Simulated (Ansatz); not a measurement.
What does this script print? It uses Ansatz 0.2.0, Python API.

The script reads `alp.vasp`:
```text
AlP
1.0
   0.00000000    2.72550000    2.72550000
   2.72550000    0.00000000    2.72550000
   2.72550000    2.72550000    0.00000000
Al P
1 1
Direct
   0.00000000    0.00000000    0.00000000
   0.25000000    0.25000000    0.25000000
```

The script, `dfpt_alp.py`:
```python
'''DFPT phonons of AlP.'''

from pathlib import Path
import warnings

import ansatz as az
from ase.io import read
import numpy as np

OCCUPATIONS = 'fixed'
FUNCTIONAL = 'PBEsol'
VDW = 'd3bjatm'
MESH = (6, 6, 6)


def main() -> None:
    warnings.simplefilter('ignore', az.DeckWarning)

    atoms = read('alp.vasp', format='vasp')
    structure = az.Crystal.from_ase(atoms)

    calc = structure.calculation()
    calc = calc.basis(35 * az.Ry)
    calc = calc.occupations(OCCUPATIONS)
    calc = calc.functional(FUNCTIONAL, dispersion=VDW).kpoints(*MESH)
    calc = calc.phonons('dfpt')
    outcome = calc.run(threads=1, backend='cpu', runs_dir='runs')
    ph = outcome.phonons

    print('Gamma modes (1/cm):', ' '.join(f'{w:.1f}' for w in ph.gamma_omega_inv_cm))
    print('in meV:', ' '.join(f'{w * 0.1239842:.2f}' for w in ph.gamma_omega_inv_cm))


if __name__ == '__main__':
    main()
```

```console
$ python dfpt_alp.py
Gamma modes (1/cm): 0.0 0.0 0.0 440.0 440.0 440.0
in meV: 0.00 0.00 0.00 54.55 54.55 54.55
```

Caveats:
- The cell isn't relaxed first, so the values belong to this volume.
- Of the deposited cell: the entry's cell lengths or inner coordinates differ somewhat from later room-temperature determinations.
- No non-analytic term is added, so at the zone centre the longitudinal optical modes of a polar crystal aren't split off.
- The structure is a deposited one; some such entries were measured under pressure or heat, so a shift against it needn't be the functional's error alone.
- The structure is taken as given; imaginary modes can come from an unrelaxed or unstable start.
- It ran for 7.9 s on 1 thread of Intel(R) Xeon(R) Processor @ 2.30GHz (shared host), peak memory 0.6 GiB.
